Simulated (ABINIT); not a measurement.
A run of ABINIT 10.8.3 (patched build) is set up as follows.

Contents of run.abi:

```
# Pseudopotentials
pp_dirpath "./"
pseudos "Re.LDA_PW-JTH.xml"

# Structure
acell 3*1.0
rprim
     5.2171558849     0.0000000000     0.0000000000
    -2.6085779424     4.5181895319     0.0000000000
     0.0000000000     0.0000000000     8.4247770088
ntypat 1
znucl 75
natom 2
typat 1 1
xred
     0.6666666667     0.3333333333     0.7500000000
     0.3333333333     0.6666666667     0.2500000000

# Plane-wave basis
ecut 462.593566 eV
pawecutdg 34.0

# k points
kptopt 1
ngkpt 14 14 8
nshiftk 1
shiftk 0.0 0.0 0.0

# Exchange and correlation
ixc 7

# Bands and occupations
nband 19
occopt 3
tsmear 0.00183747

# SCF cycle
nstep 100
tolvrs 1.0e-9

# Output
iomode 3
prtwf 0
prteig 0
prtebands 0
enunit 2
prtden 1
prtvha 1
prtvclmb 1
prtpot 1
```

Potentials or basis: JTH PAW LDA v2.0.

Launch:

```bash
$ abinit run.abi > log 2>&1
```

Predict the band gap on the k mesh.

none (metal or under the smearing width).

 The run has no spin-orbit coupling, so splittings on Re are missing.
